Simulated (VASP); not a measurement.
Crystal: BAs.

```
CELL_PARAMETERS angstrom
0.00000 2.38850 2.38850
2.38850 0.00000 2.38850
2.38850 2.38850 0.00000
ATOMIC_POSITIONS crystal
As 0.75000 0.75000 0.75000
B 0.00000 0.00000 0.00000
```

A sound run:

| Item | Value |
| --- | --- |
| Program | VASP 6.6.1 |
| Task | dielectric tensor |
| Functional | PBE |
| Potentials or basis | VASP PAW PBE potentials, release 64 (As, B) |
| Cutoff | 800 eV |
| k mesh | 14 × 14 × 14 |
| Occupations | gaussian, width 0.01 eV |
| Spin | no spin polarisation |

It gives band gap on the k mesh 1.20 eV, indirect (least direct gap 3.28 eV).

Question: What do these careless settings give instead: cutoff 520 eV in place of 800 eV; k mesh 6 × 6 × 6 in place of 14 × 14 × 14?

Answer: Band gap on the k mesh 1.27 eV, indirect (least direct gap 3.27 eV). The run converged, but these numbers show the error of the settings and aren't properties of the crystal.
